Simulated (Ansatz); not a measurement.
# Could PtS₂ exist in this structure?

Plane-wave DFT in Ansatz with scalar-relativistic PAW potentials. The crystal relaxes under PBE to P-3m1 with a = 3.577 Å, c = 6.483 Å, 23.94 Å³/atom. No spin polarisation.

```xyz
3
Lattice="3.5766 0.0000 0.0000 -1.7883 3.0975 0.0000 0.0000 0.0000 6.4832" Properties=species:S:1:pos:R:3 pbc="T T T"
Pt    0.0000    0.0000    0.0000
S     0.0000    2.0650    1.2275
S     1.7883    1.0325    5.2557
```

**Question.** Test it against the elements, against displacements at the zone centre and against strain.

**Answer.**
- Energy over the elements: -0.374 eV/atom (PBE, standard states in the same functional, gases uncorrected)
- Optical modes at Γ: all 6 real, 298 to 327 cm⁻¹ (PBEsol, without the LO-TO term)
- Least eigenvalue of the elastic tensor: 16 GPa (PBEsol)

It passes all three tests. So it is a local minimum against everything tried and bound against the elements. Modes at other wave vectors, other structures and decomposition into other compounds weren't tested here. The modes and the tensor belong to cells relaxed at their own level (17.55 Å³/atom for the tensor), not to the cell shown; modes and shear constants soften as a cell grows, so the larger cell shown may fail a test that the smaller one passes.

Spin–orbit coupling is left out, which can shift energies with elements as heavy as these. The cell holds layers, and where no dispersion correction was added their binding is poorly described.